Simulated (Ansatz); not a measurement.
**Hf: the crystal squeezed far**

How does Hf (simple hexagonal type) answer strong compression? The runs shown use PAW.

Program: Ansatz 0.2.0. Level of theory: DFT, PBE, PAW with Ansatz's default frozen-core files, scalar-relativistic. These are calculated values, not measurements.

**1. Starting point**

Symmetry: P6/mmm, No. 191, hexagonal system. Conventional cell: a = 3.066 Å, b = 3.066 Å, c = 2.882 Å, α = 90.00°, β = 90.00°, γ = 120.00°. Around Hf (site symmetry 6/mmm) lie 8 Hf at 2.88 to 3.07 Å.

Coordinates:

```cif
data_structure
_symmetry_space_group_name_H-M 'P6/mmm'
_symmetry_Int_Tables_number 191
_cell_length_a 3.0660
_cell_length_b 3.0660
_cell_length_c 2.8821
_cell_angle_alpha 90.000
_cell_angle_beta 90.000
_cell_angle_gamma 120.000
_cell_volume 23.46
loop_
_atom_site_label
_atom_site_type_symbol
_atom_site_symmetry_multiplicity
_atom_site_Wyckoff_symbol
_atom_site_fract_x
_atom_site_fract_y
_atom_site_fract_z
_atom_site_occupancy
Hf1 Hf 1 a 0.00000 0.00000 0.00000 1
```

The file gives the conventional cell by its symmetry; the runs use the cell typed in the input.

Whether this phase is the stable one at these pressures isn't tested.

**2. Cell relaxed at zero pressure, PAW**

The input, input.yaml:

```yaml
crystal:
  lattice:
    - [3.0660394123, 0.0, 0.0]
    - [-1.5330197062, 2.65526802, 0.0]
    - [0.0, 0.0, 2.8820770476]
  atoms:
    - { symbol: Hf, position: [0.0, 0.0, 0.0] }
kpoints:
  mp_grid: { grid: [16, 16, 15] }
scf:
  occupations: { method: fermi_dirac, width: 0.1 }
hamiltonian:
  xc: pbe
  pseudopotentials: { kind: paw }
output:
  forces: true
  stress: true
relax:
  f_tol: 0.005
  max_steps: 40
  cell: {}
```

On the command line:

```bash
$ ansatz run input.yaml --threads 1 --pin off --max-ram 2048MiB --backend cpu --events-out ev --progress --plain --runs-dir out
```

The runs that follow: Volume scaled by 1, PAW; Shape and atoms relaxed at 0.88 of the volume, PAW; Volume scaled by 0.88, PAW; Shape and atoms relaxed at 0.78 of the volume, PAW; Volume scaled by 0.78, PAW; Shape and atoms relaxed at 0.68 of the volume, PAW; Volume scaled by 0.68, PAW; Shape and atoms relaxed at 0.58 of the volume, PAW; Volume scaled by 0.58, PAW; Shape and atoms relaxed at 0.5 of the volume, PAW; Volume scaled by 0.5, PAW; Volume scaled by 0.5, PAW (partial_waves polarizable); Shape and atoms relaxed at 0.43 of the volume, PAW; Volume scaled by 0.43, PAW; Volume scaled by 0.43, PAW (cutoff 250 eV).

**Question.** What will these runs give? Wanted: PAW pressure at 0.43 of the volume; fitted bulk modulus at zero pressure.

As calculated:

```
                                          quantity      value
                PAW pressure at 0.43 of the volume  384.6 GPa
PAW (cutoff 250 eV) pressure at 0.43 of the volume  405.1 GPa
        fitted bulk modulus at zero pressure (PAW)     80 GPa
                           its pressure derivative       4.02
```

**Reading.** By PAW the pressure climbs to 385 GPa at 0.43 of the first volume. A third-order Birch-Murnaghan curve fits the range only roughly (B₀ = 80 GPa, B′ = 4.02, misfit at most 3.05 GPa). A fit over so wide a range leans to the high pressures, so B₀ can be off by several per cent. No all-electron run checks these rows here, and frozen cores can fail under such compression. The ions are at rest, and the electrons smeared by 0.1 eV. Spin-orbit coupling is left out, though the cell holds Hf; in elements this heavy it can shift bands and gaps by tenths of an eV.
